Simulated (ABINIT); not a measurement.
TiAl3:

```xyz
4
Lattice="-1.9111 1.9111 4.2807 1.9111 -1.9111 4.2807 1.9111 1.9111 -4.2807" Properties=species:S:1:pos:R:3 pbc="T T T"
Ti    0.0000    0.0000    0.0000
Al    1.9111    0.0000    2.1403
Al    0.0000    1.9111    2.1403
Al    0.0000    0.0000    4.2807
```

The cell comes from a database or a generator and needn't be the stable form of this composition.

| Quantity | Value |
| --- | --- |
| Program | ABINIT 10.8.3 (patched build) |
| Task | single point |
| Functional | PBE |
| Potentials or basis | JTH PAW PBE v2.0 |
| Cutoff | 408 eV |
| k mesh | 10 × 10 × 10 |
| Occupations | fermi-dirac, width 0.05 eV |
| Spin | no spin polarisation |

On this cell: pressure 2.1 GPa; largest force under 0.003 eV/Å; band gap on the k mesh none (metal or under the smearing width).

The same run follows on a disturbed copy (atoms moved at random, drawn with an rms of 0.05 Å):

```xyz
4
Lattice="-1.9111 1.9111 4.2807 1.9111 -1.9111 4.2807 1.9111 1.9111 -4.2807" Properties=species:S:1:pos:R:3 pbc="T T T"
Ti    0.0100   -0.0282   -0.0191
Al    1.9410    0.0420    2.1030
Al   -0.0123    1.9116    2.1052
Al   -0.0290    0.0296    4.2389
```

What changes?

The energy (extrapolated to zero smearing) moves by +8.4 meV/atom; pressure 2.3 GPa; largest force 0.634 eV/Å; band gap on the k mesh none (metal or under the smearing width).

Forces on the atoms (eV/Å):
```
Ti  -0.258  0.565 -0.124
Al  -0.290 -0.325  0.050
Al   0.210  0.157  0.051
Al   0.339 -0.397  0.023
```

Stress tensor (GPa, compression positive):
```
 2.42 -0.03  0.18
-0.03  2.39 -0.20
 0.18 -0.20  2.08
```
